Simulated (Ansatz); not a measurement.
## GeO2 (rutile), map of one atom of the cell

Relaxed GeO₂ (rutile):

```
GeO2
1.0
    4.48750     0.00000     0.00000
    0.00000     4.48750     0.00000
    0.00000     0.00000     2.90497
Ge O
2 4
Direct
  0.00000   0.00000   0.00000
  0.50000   0.50000   0.50000
  0.30714   0.30714   0.00000
  0.80714   0.19286   0.50000
  0.19286   0.80714   0.50000
  0.69286   0.69286   0.00000
```

Two-dimensional scan of atom 2 (Ge, nearest neighbour O at 1.899 Å; its periodic images, 2.9 Å or more away, move with it): u runs along (1.000, 0.000, 0.000), v along (0.000, 0.000, 1.000) (Cartesian). Cell and other atoms are fixed.

These are PBE (plane waves to 420 eV, PAW, scalar-relativistic; Ansatz, a program for electronic structure) values and carry that method's errors. k mesh 6×6×9 (Γ-centred), Fermi-Dirac smearing 0.05 eV. Energies are smeared free energies. Fu and Fv are the components of the force on the atom. GeO2 was relaxed with its symmetry unable to fall. ΔE is measured from the undisplaced structure. Axes are in Å.

ΔE (meV/cell), with u across and v down:

| v \ u | -0.280 | -0.140 | 0.000 | 0.140 | 0.280 |
|---|---|---|---|---|---|
| -0.280 | 1825 | 1025 | 749 | 1025 | 1825 |
| -0.140 | 1089 | 409 | 176 | 409 | 1089 |
| 0.000 | 864 | 220 | 0 | 220 | 864 |
| 0.140 | 1089 | 409 | 176 | 409 | 1089 |
| 0.280 | 1825 | 1025 | 749 | 1025 | 1825 |

Fv (eV/Å), with u across and v down:

```
v \ u   -0.280  -0.140  0.000  0.140  0.280
------  ------  ------  -----  -----  -----
-0.280    7.44    6.20   5.75   6.20   7.44
-0.140    3.29    2.77   2.57   2.77   3.29
0.000     0.00    0.00   0.00   0.00   0.00
0.140    -3.29   -2.77  -2.57  -2.77  -3.29
0.280    -7.44   -6.20  -5.75  -6.20  -7.44
```

What the scan shows:

| Item | Result |
|---|---|
| Principal force constants in the plane (five-point differences of the forces) | 17.7 and 22.5 eV/Å² |
| Softest direction at the centre | along v |
| Centre of the map | a minimum |
| Lowest place on the grid | u = 0.000 Å, v = 0.000 Å (0 meV/cell) |
| Highest place on the grid, met at several equal points | u = -0.280 Å, v = -0.280 Å; u = 0.280 Å, v = -0.280 Å; u = -0.280 Å, v = 0.280 Å; u = 0.280 Å, v = 0.280 Å (1825 meV/cell) |

The 25 points together took about 5 core-minutes (a rough figure).

(A displaced cell: forces are minus the slopes of the energy, force constants its curvatures, and phonons follow from these.)
